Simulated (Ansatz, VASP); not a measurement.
# GaN in VASP and in Ansatz

Contents of INCAR:

```
SYSTEM = GaN
PREC = Accurate
ENCUT = 520
EDIFF = 1E-6
ISMEAR = 0
SIGMA = 0.1
LREAL = .FALSE.
LASPH = .TRUE.
NELM = 60
ALGO = Normal
ISIF = 2
LWAVE = .FALSE.
LCHARG = .TRUE.
GGA = PE
LELF = .TRUE.
LVHAR = .TRUE.
NBANDS = 16
```

The input KPOINTS:

```
Automatic mesh
0
G
  8 8 8
  0 0 0
```

Contents of POSCAR:

```
GaN
1.0
    0.0000000000      2.1352350000      2.1352350000
    2.1352350000      0.0000000000      2.1352350000
    2.1352350000      2.1352350000      0.0000000000
Ga N
1 1
Direct
    0.0000000000      0.0000000000      0.0000000000
    0.5000000000      0.5000000000      0.5000000000
```

Input for Ansatz:

```yaml
crystal:
  lattice:
    - [0.0, 2.135235, 2.135235]
    - [2.135235, 0.0, 2.135235]
    - [2.135235, 2.135235, 0.0]
  atoms:
    - { symbol: Ga, position: [0.0, 0.0, 0.0] }
    - { symbol: "N", position: [0.5, 0.5, 0.5] }
basis:
  ecutwfc: 420
kpoints:
  mp_grid: { grid: [8, 8, 8] }
hamiltonian:
  xc: pbe
scf:
  occupations: { method: gaussian, width: 0.1 }
output:
  forces: true
  stress: true
  eigenvalues: true
```

Measurements of this composition are mostly on another form, of space group No. 186.

Alike in both runs: task single point; functional PBE; k mesh 8 × 8 × 8; occupations gaussian, width 0.1 eV; no spin polarisation.

```csv
,VASP,Ansatz
version,VASP 6.6.1,Ansatz 0.2.0
potentials or method,"VASP PAW PBE potentials, release 64 (Ga_d, N)","scalar-relativistic, plane waves, PAW"
plane-wave cutoff (eV),520,420
valence electrons in the cell,18,18
```

|  | VASP | Ansatz | Ansatz less VASP |
| --- | --- | --- | --- |
| gap on the k mesh at the Fermi level (eV) | 0.42 | 0.42 | +0.009 |
| least direct gap on the mesh (eV) | 2.36 | 2.36 | -0.003 |
| pressure (GPa) | 0.4 | -0.4 | -0.76 |

A k mesh can miss the band edges. PBE gaps usually lie below the measured ones, often by a third to a half.
